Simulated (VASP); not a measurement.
# GeSe (Pnma) in VASP: notebook, part 2 of 2

VASP 6.6.1.

## (4) Relaxation of cell and atoms, PBE+D3(BJ)

Contents of INCAR:

```
  PREC = Accurate
  ENCUT = 600
  EDIFF = 1E-6
  ISMEAR = 0
  SIGMA = 0.03
  LREAL = F
  LASPH = T
  NELM = 80
  ALGO = Normal
  ISIF = 3
  LWAVE = F
  LCHARG = F
  GGA = PE
  IVDW = 12
  IBRION = 2
  NSW = 90
  EDIFFG = -0.01
  KPAR = 2
```

Contents of KPOINTS:

```
regular mesh
0
Gamma
  4 8 6
```

Contents of POSCAR:

```
GeSe
1.0
   10.7900000000      0.0000000000      0.0000000000
    0.0000000000      3.8200000000      0.0000000000
    0.0000000000      0.0000000000      4.3800000000
Ge Se
4 4
Direct
    0.1210000000      0.7500000000      0.8940000000
    0.6210000000      0.7500000000      0.6060000000
    0.3790000000      0.2500000000      0.3940000000
    0.8790000000      0.2500000000      0.1060000000
    0.8520000000      0.7500000000      0.4970000000
    0.3520000000      0.7500000000      0.0030000000
    0.6480000000      0.2500000000      0.9970000000
    0.1480000000      0.2500000000      0.5030000000
```

On the command line:

```sh
$ cat potpaw_PBE.64/Ge_d/POTCAR potpaw_PBE.64/Se/POTCAR > POTCAR
$ mpirun -np 2 vasp_std > vasp.out
```

Wall time 34 min (2 MPI ranks of Intel Xeon Platinum 8559C (Emerald Rapids), shared host); peak memory 0.66 GiB.

Results (log left out):

```yaml
Free_energy: -36.7182 eV
Relaxed_volume: 23.52 Å³/atom
Relaxed_cell: a = 10.960 Å, b = 3.882 Å, c = 4.423 Å, α = 90.00°, β = 90.00°, γ = 90.00°
Space_group_after_relaxing_to_0.05_Å: Pnma (No. 62)
Energy_gained_by_relaxing: 11.7 meV/atom
Ionic_steps: 25
Pressure_after_relaxing: 0.0 GPa
Largest_force_after_relaxing: 0.010 eV/Å
Band_gap_on_the_k_mesh: 0.71 eV, indirect (least direct gap 0.89 eV)
Dispersion_energy_per_atom: -0.358 eV
```

Forces on the atoms (eV/Å):
```
Ge   0.007  0.000 -0.007
Ge   0.007  0.000  0.007
Ge  -0.007  0.000 -0.007
Ge  -0.007  0.000  0.007
Se   0.005  0.000  0.007
Se   0.005  0.000 -0.007
Se  -0.005  0.000  0.007
Se  -0.005  0.000 -0.007
```

Step by step:
```csv
step,energy change (eV),largest force (eV/Å),pressure (GPa),volume (Å³)
1,0.0000,0.2543,3.31,180.53
2,-0.0416,0.2877,-2.39,193.00
3,-0.0841,0.1310,-0.08,187.88
4,-0.0841,0.1262,-0.02,187.73
5,-0.0878,0.0880,0.00,187.88
6,-0.0900,0.0458,0.02,188.07
7,-0.0901,0.0431,0.06,188.10
8,-0.0912,0.0347,-0.05,188.44
9,-0.0912,0.0360,-0.21,188.86
10,-0.0914,0.0347,-0.19,188.67
11,-0.0920,0.0429,0.00,188.33
12,-0.0921,0.0472,0.14,188.14
13,-0.0926,0.0377,0.09,188.16
14,-0.0932,0.0185,0.04,188.20
15,-0.0934,0.0170,-0.06,188.33
16,-0.0934,0.0168,-0.04,188.37
17,-0.0934,0.0168,-0.09,188.43
18,-0.0935,0.0168,-0.04,188.34
19,-0.0936,0.0184,0.02,188.17
20,-0.0936,0.0183,0.11,188.14
21,-0.0936,0.0183,-0.02,188.16
22,-0.0936,0.0183,0.06,188.15
23,-0.0937,0.0132,0.01,188.18
24,-0.0937,0.0124,-0.02,188.22
25,-0.0938,0.0096,0.01,188.18
```

Final structure:
```
Ge Se
1.0
    10.95973    0.00000    0.00000
     0.00000    3.88180    0.00000
     0.00000    0.00000    4.42316
Ge Se
4 4
Direct
  0.12293 0.75000 0.89010
  0.62293 0.75000 0.60990
  0.37707 0.25000 0.39010
  0.87707 0.25000 0.10990
  0.85450 0.75000 0.49865
  0.35450 0.75000 0.00135
  0.64550 0.25000 0.99865
  0.14550 0.25000 0.50135
```

Levels at points of the mesh, in eV from the valence-band top:
| k point | band 37 | band 38 | band 39 | band 40 | band 41 | band 42 | band 43 | band 44 |
| --- | --- | --- | --- | --- | --- | --- | --- | --- |
| (0.00, 0.00, 0.00) | -1.38 | -1.07 | -0.82 | -0.18 | 0.71 | 2.65 | 2.69 | 2.69 |
| (0.50, 0.00, 0.00) | -1.67 | -1.67 | -0.44 | -0.44 | 2.37 | 2.37 | 2.42 | 2.42 |
| (0.00, 0.50, 0.00) | -1.38 | -1.38 | -1.18 | -1.18 | 1.12 | 1.12 | 1.23 | 1.23 |
| (0.50, 0.50, 0.00) | -1.50 | -1.50 | -1.50 | -1.50 | 1.50 | 1.50 | 1.50 | 1.50 |
| (0.00, 0.00, 0.50) | -0.96 | -0.96 | -0.39 | -0.39 | 1.24 | 1.24 | 1.94 | 1.94 |
| (0.50, 0.00, 0.50) | -0.57 | -0.57 | -0.52 | -0.52 | 1.29 | 1.29 | 1.93 | 1.93 |
| (0.00, 0.50, 0.50) | -2.14 | -2.14 | -1.51 | -1.51 | 2.86 | 2.86 | 3.23 | 3.23 |
| (0.50, 0.50, 0.50) | -1.46 | -1.46 | -1.46 | -1.46 | 2.57 | 2.57 | 2.57 | 2.57 |

## (5) Relaxation of cell and atoms, PBE+D3(BJ)

This run uses another cell than the first one, of 23.52 Å³/atom, 1.042 times its volume.

INCAR: that of step 4 with these lines changed.

```diff
@@ -2,3 +2,3 @@
   ENCUT = 600
-  EDIFF = 1E-6
+  EDIFF = 1E-7
   ISMEAR = 0
@@ -16,3 +16,3 @@
   NSW = 90
-  EDIFFG = -0.01
+  EDIFFG = -0.005
   KPAR = 2
```

KPOINTS is that of step 4.

Contents of POSCAR:

```
GeSe                                    
1.0
   10.9597312277      0.0000000000      0.0000000000
    0.0000000000      3.8818044229     -0.0000000000
    0.0000000000      0.0000000000      4.4231579862
  Ge              Se            
     4     4
Direct
     0.1229307963722750    0.7500000000000000    0.8900955645023154
     0.6229307963722749    0.7500000000000000    0.6099044354976846
     0.3770692036277251    0.2500000000000000    0.3900955645023150
     0.8770692036277251    0.2500000000000000    0.1099044354976848
     0.8545026892558046    0.7500000000000000    0.4986494640032458
     0.3545026892558044    0.7500000000000000    0.0013505359967543
     0.6454973107441954    0.2500000000000000    0.9986494640032455
     0.1454973107441957    0.2500000000000000    0.5013505359967545
```

Potentials or basis: VASP PAW PBE potentials, release 64 (Ge_d, Se).

On the command line:

```sh
$ cat potpaw_PBE.64/Ge_d/POTCAR potpaw_PBE.64/Se/POTCAR > POTCAR
$ mpirun -np 2 vasp_std > vasp.out
```

OUTCAR:

```text
PREC = Accurate
   ENCUT = 600
   EDIFF = 1E-7
   ISMEAR = 0
   LREAL = F
   LASPH = T
   NELM = 80
   ISIF = 3
   GGA = PE
   IVDW = 12
   IBRION = 2
   NSW = 90
   EDIFFG = -0.005
 IVDW          = 12

 ion  position               nearest neighbor table
   1  0.123  0.750  0.890-   6 2.59   8 2.60   8 2.60
   2  0.623  0.750  0.610-   5 2.59   7 2.60   7 2.60
   3  0.377  0.250  0.390-   8 2.59   6 2.60   6 2.60
   4  0.877  0.250  0.110-   7 2.59   5 2.60   5 2.60
   5  0.855  0.750  0.499-   2 2.59   4 2.60   4 2.60
   6  0.355  0.750  0.001-   1 2.59   3 2.60   3 2.60
   7  0.645  0.250  0.999-   4 2.59   2 2.60   2 2.60
   8  0.145  0.250  0.501-   3 2.59   1 2.60   1 2.60

  LATTYP: Found a simple orthorhombic cell.
 ALAT       =     3.8818044229
 B/A-ratio  =     1.1394592577
 C/A-ratio  =     2.8233599722

  Lattice vectors:

 A1 = (   0.0000000000,   3.8818044229,   0.0000000000)
 A2 = (   0.0000000000,   0.0000000000,   4.4231579862)
 A3 = (  10.9597312277,   0.0000000000,   0.0000000000)

Analysis of symmetry for initial positions (statically):
=====================================================================
 Subroutine PRICEL returns:
 Original cell was already a primitive cell.

 Routine SETGRP: Setting up the symmetry group for a
 simple orthorhombic supercell.

 Subroutine GETGRP returns: Found  8 space group operations
 (whereof  2 operations were pure point group operations)
 out of a pool of  8 trial point group operations.

The static configuration has the point symmetry S_2 .
 The point group associated with its full space group is D_2h.

Analysis of symmetry for dynamics (positions and initial velocities):
=====================================================================
 Subroutine PRICEL returns:
 Original cell was already a primitive cell.

 Routine SETGRP: Setting up the symmetry group for a
 simple orthorhombic supercell.

 Subroutine GETGRP returns: Found  8 space group operations
 (whereof  2 operations were pure point group operations)
 out of a pool of  8 trial point group operations.

The dynamic configuration has the point symmetry S_2 .
 The point group associated with its full space group is D_2h.

 Subroutine INISYM returns: Found  8 space group operations
 (whereof  2 operations are pure point group operations),
 and found     1 'primitive' translations

----------------------------------------------------------------------------------------

                                     Primitive cell

  volume of cell :     188.1768

  direct lattice vectors                    reciprocal lattice vectors
    10.959731228  0.000000000  0.000000000     0.091243113  0.000000000  0.000000000
     0.000000000  3.881804423  0.000000000     0.000000000  0.257612154  0.000000000
     0.000000000  0.000000000  4.423157986     0.000000000  0.000000000  0.226082813

  length of vectors
    10.959731228  3.881804423  4.423157986     0.091243113  0.257612154  0.226082813

  position of ions in fractional coordinates (direct lattice)
     0.122930796  0.750000000  0.890095565
     0.622930796  0.750000000  0.609904435
     0.377069204  0.250000000  0.390095565
     0.877069204  0.250000000  0.109904435
     0.854502689  0.750000000  0.498649464
     0.354502689  0.750000000  0.001350536
     0.645497311  0.250000000  0.998649464
[... 34 lines left out ...]
 Subroutine IBZKPT returns following result:
 ===========================================

 Found     60 irreducible k-points:

 Following reciprocal coordinates:
            Coordinates               Weight
  0.000000  0.000000  0.000000      1.000000
  0.250000  0.000000  0.000000      2.000000
  0.500000  0.000000  0.000000      1.000000
  0.000000  0.125000  0.000000      2.000000
  0.250000  0.125000  0.000000      4.000000
  0.500000  0.125000  0.000000      2.000000
[... 16 lines left out ...]
  0.250000  0.250000  0.166667      8.000000
  0.500000  0.250000  0.166667      4.000000
 [... further k-points ...]
   k-points           NKPTS =     60   k-points in BZ     NKDIM =     60   number of bands    NBANDS=     48
   number of dos      NEDOS =    301   number of ions     NIONS =      8
   total plane-waves  NPLWV = 103680
   dimension x,y,z NGX =    90 NGY =   32 NGZ =   36
   dimension x,y,z NGXF=   180 NGYF=   64 NGZF=   72
   ions per type =               4   4
   NGX,Y,Z   is equivalent  to a cutoff of  13.65, 13.70, 13.53 a.u.
   NGXF,Y,Z  is equivalent  to a cutoff of  27.30, 27.41, 27.06 a.u.
 SYSTEM =  unknown system
   PREC   = accura    normal or accurate (medium, high low for compatibility)
   ISTART =      0    job   : 0-new  1-cont  2-samecut
   ICHARG =      2    charge: 1-file 2-atom 10-const
   ISPIN  =      1    spin polarized calculation?
   LNONCOLLINEAR =      F non collinear calculations
   LSORBIT =      F    spin-orbit coupling
   LASPH  =      T    aspherical Exc in radial PAW
   ENCUT  =  600.0 eV  44.10 Ry    6.64 a.u.  21.89  7.75  8.83*2*pi/ulx,y,z
   NELM   =     80;   NELMIN=  2; NELMDL= -5     # of ELM steps
   EDIFF  = 0.1E-06   stopping-criterion for ELM
   LREAL  =      F    real-space projection
   EDIFFG = -.5E-02   stopping-criterion for IOM
   NSW    =     90    number of steps for IOM
   IBRION =      2    ionic relax: 0-MD 1-quasi-New 2-CG
   NFREE  =      1    steps in history (QN), initial steepest desc. (CG)
   ISIF   =      3    stress and relaxation
   ISYM   =      2    0-nonsym 1-usesym 2-fastsym
   POTIM  = 0.5000    time-step for ionic-motion
   TEBEG  =    0.0;   TEEND  =   0.0 temperature during run
   PSTRESS=    0.0 pullay stress
   NELECT =      80.0000    total number of electrons
   NUPDOWN=      -1.0000    fix difference up-down
   EMIN   =  10.00;   EMAX   =-10.00  energy-range for DOS
   EFERMI =   0.00;   METHOD = LEGACY
   ISMEAR =     0;   SIGMA  =   0.03  broadening in eV -4-tet -1-fermi 0-gaus
   EFERMI_NEDOS =   21; number of points for ismear=-14 and -15
   IALGO  =     38    algorithm
   IMIX   =      4    mixing-type and parameters
     AMIX     =   0.40;   BMIX     =  1.00
     AMIX_MAG =   1.60;   BMIX_MAG =  1.00
  volume/ion in A,a.u.               =      23.52       158.73
  Fermi-wavevector in a.u.,A,eV,Ry     =   1.230976  2.326207 20.616925  1.515301
  Thomas-Fermi vector in A             =   2.365803
   LORBIT       =      0    0 simple, 1 ext, 2 COOP (PROOUT), +10 PAW based schemes
   GGA     = PE    functional components
   LHFCALC =     F    Hartree Fock is set to
   AEXX    =    0.0000 exact exchange contribution
   IVDW    =    12    specifies the selected vdW correction
   LEPSILON=     F    determine dielectric tensor
   LRPA    =     F    only Hartree local field effects (RPA)
 conjugate gradient relaxation of ions
 non-spin polarized calculation
 Gauss-broadening in eV      SIGMA  =   0.03
  energy-cutoff  :      600.00
  volume of cell :      188.18
 maximum number of plane-waves:      6328
 NGX is ok and might be reduce to    90
   NGX = 43   NGY = 15   NGZ = 17

--------------------------------------- Ionic step        1  -------------------------------------------

 number of electron      80.0000057 magnetization

 Free energy of the ion-electron system (eV)
  ---------------------------------------------------
  ext. energy  EPLUGINS =         0.00000000
  ---------------------------------------------------
  free energy    TOTEN  =       -33.85515526 eV

  energy without entropy =      -33.85515526  energy(sigma->0) =      -33.85515526

------------------------ aborting loop because EDIFF is reached ----------------------------------------

 Edisp (eV)   -2.86352

 E8    (eV) :    -1.2307
[... 123 lines left out ...]
  FREE ENERGIE OF THE ION-ELECTRON SYSTEM (eV)
  ---------------------------------------------------
  free  energy   TOTEN  =       -36.7187934711 eV

  energy  without entropy=      -36.7187934711  energy(sigma->0) =      -36.71879347

[... ionic steps 4 to 18 ...]

--------------------------------------- Ionic step       19  -------------------------------------------

 number of electron      80.0000046 magnetization

------------------------ aborting loop because EDIFF is reached ----------------------------------------
[... 87 lines left out ...]
--------------------------------------- Ionic step       21  -------------------------------------------

 number of electron      80.0000047 magnetization

 Free energy of the ion-electron system (eV)
  ---------------------------------------------------
  ext. energy  EPLUGINS =         0.00000000
  ---------------------------------------------------
  free energy    TOTEN  =       -33.85547482 eV

  energy without entropy =      -33.85547482  energy(sigma->0) =      -33.85547482

 E-fermi :   4.3117     XC(G=0):  -9.8236

 val. band max:        4.1395494003   @ k =   0.0000   0.0000   0.3333
 cond. band min:       4.8500805823   @ k =   0.0000   0.0000   0.0000
 fundamental gap:      0.7105311819
 Fermi energy:         4.3116786801

 k-point     1 :       0.0000    0.0000    0.0000
  band No.  band energies     occupation
      1     -20.4416      2.00000
      2     -20.4397      2.00000
      3     -20.4389      2.00000
      4     -20.4377      2.00000
      5     -20.4374      2.00000
      6     -20.4373      2.00000
[... 1213 lines left out ...]
     47       7.6796      0.00000
     48       7.6796      0.00000

 [... further k-points ...]

------------------------ aborting loop because EDIFF is reached ----------------------------------------

 Edisp (eV)   -2.86368

 E8    (eV) :    -1.2308
[... 31 lines left out ...]
  FREE ENERGIE OF THE ION-ELECTRON SYSTEM (eV)
  ---------------------------------------------------
  free  energy   TOTEN  =       -36.7191508280 eV

  energy  without entropy=      -36.7191508280  energy(sigma->0) =      -36.71915083

 reached required accuracy - stopping structural energy minimisation
```

It took 28 min on 2 MPI ranks of Intel Xeon Platinum 8559C (Emerald Rapids), shared host; peak memory 0.67 GiB.

What came out:

```yaml
Free_energy: -36.7192 eV
Energy_gained_by_relaxing: 0.1 meV/atom
Ionic_steps: 21
Pressure_after_relaxing: 0.0 GPa
Largest_force_after_relaxing: 0.004 eV/Å
Band_gap_on_the_k_mesh: 0.71 eV, indirect (least direct gap 0.92 eV)
Dispersion_energy_per_atom: -0.358 eV
```

Forces on the atoms (eV/Å):
```
Ge  -0.004  0.000 -0.001
Ge  -0.004  0.000  0.001
Ge   0.004  0.000 -0.001
Ge   0.004  0.000  0.001
Se  -0.001  0.000  0.001
Se  -0.001  0.000 -0.001
Se   0.001  0.000  0.001
Se   0.001  0.000 -0.001
```

Step by step:
| step | energy change (eV) | largest force (eV/Å) | pressure (GPa) | volume (Å³) |
| --- | --- | --- | --- | --- |
| 1 | 0.0000 | 0.0099 | 0.00 | 188.18 |
| 2 | 0.0000 | 0.0092 | 0.01 | 188.17 |
| 3 | -0.0001 | 0.0098 | 0.02 | 188.16 |
| 4 | -0.0001 | 0.0119 | 0.04 | 188.12 |
| 5 | -0.0002 | 0.0111 | 0.03 | 188.14 |
| 6 | -0.0002 | 0.0102 | 0.02 | 188.15 |
| 7 | -0.0002 | 0.0076 | 0.00 | 188.20 |
| 8 | -0.0003 | 0.0051 | -0.04 | 188.29 |
| 9 | -0.0003 | 0.0058 | -0.06 | 188.33 |
| 10 | -0.0003 | 0.0082 | -0.03 | 188.27 |
| 11 | -0.0003 | 0.0117 | 0.01 | 188.18 |
| 12 | -0.0004 | 0.0107 | 0.02 | 188.18 |
| 13 | -0.0004 | 0.0081 | 0.01 | 188.17 |
| 14 | -0.0004 | 0.0062 | 0.01 | 188.16 |
| 15 | -0.0004 | 0.0062 | -0.02 | 188.22 |
| 16 | -0.0004 | 0.0063 | -0.03 | 188.24 |
| 17 | -0.0005 | 0.0058 | 0.01 | 188.19 |
| 18 | -0.0005 | 0.0057 | 0.03 | 188.18 |
| 19 | -0.0005 | 0.0059 | 0.01 | 188.18 |
| 20 | -0.0005 | 0.0057 | 0.01 | 188.18 |
| 21 | -0.0005 | 0.0039 | 0.00 | 188.19 |

Final structure:
```
Ge Se
1.0
    10.96559    0.00000    0.00000
     0.00000    3.88277    0.00000
     0.00000    0.00000    4.42005
Ge Se
4 4
Direct
  0.12339 0.75000 0.88752
  0.62339 0.75000 0.61248
  0.37661 0.25000 0.38752
  0.87661 0.25000 0.11248
  0.85489 0.75000 0.50186
  0.35489 0.75000 0.99814
  0.64511 0.25000 0.00186
  0.14511 0.25000 0.49814
```

Levels at points of the mesh, in eV from the valence-band top:
| k point | band 37 | band 38 | band 39 | band 40 | band 41 | band 42 | band 43 | band 44 |
| --- | --- | --- | --- | --- | --- | --- | --- | --- |
| (0.00, 0.00, 0.00) | -1.40 | -1.09 | -0.84 | -0.21 | 0.71 | 2.65 | 2.68 | 2.71 |
| (0.50, 0.00, 0.00) | -1.69 | -1.69 | -0.46 | -0.46 | 2.37 | 2.37 | 2.41 | 2.41 |
| (0.00, 0.50, 0.00) | -1.38 | -1.38 | -1.17 | -1.17 | 1.10 | 1.10 | 1.20 | 1.20 |
| (0.50, 0.50, 0.00) | -1.50 | -1.50 | -1.50 | -1.50 | 1.48 | 1.48 | 1.48 | 1.48 |
| (0.00, 0.00, 0.50) | -0.96 | -0.96 | -0.39 | -0.39 | 1.22 | 1.22 | 1.92 | 1.92 |
| (0.50, 0.00, 0.50) | -0.58 | -0.58 | -0.53 | -0.53 | 1.26 | 1.26 | 1.91 | 1.91 |
| (0.00, 0.50, 0.50) | -2.18 | -2.18 | -1.50 | -1.50 | 2.84 | 2.84 | 3.25 | 3.25 |
| (0.50, 0.50, 0.50) | -1.48 | -1.48 | -1.48 | -1.48 | 2.57 | 2.57 | 2.57 | 2.57 |

A k mesh can miss the band edges.
